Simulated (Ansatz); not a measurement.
SrF2:
Space group Fm-3m (No. 225); a = b = c = 5.757 Å, α = β = γ = 90.00°

```csv
atom,site,symmetry,x,y,z
Sr,4a,m-3m,0.0000,0.0000,0.0000
F,8c,-43m,0.2500,0.2500,0.2500
```
(The calculation used a cell of 3 atoms; values per cell refer to that cell.)

Relaxed with PBEsol.

Task: Decompose the optical modes at the zone centre into irreducible representations, and say which are infrared and Raman allowed.

Result: Point group m-3m: Γ_opt = T1u + T2g. Infrared: T1u. Raman: T2g.

Task: Assign frequencies (DFPT, PBEsol in the plane-wave PAW code Ansatz; without the LO–TO term).

Result: T1u 213, T2g 283 cm⁻¹.

The cell was relaxed with PBEsol under the symmetry of its start; of distortions, only those at the zone centre were tested.

Potentials: the later of the program's two PAW sets.
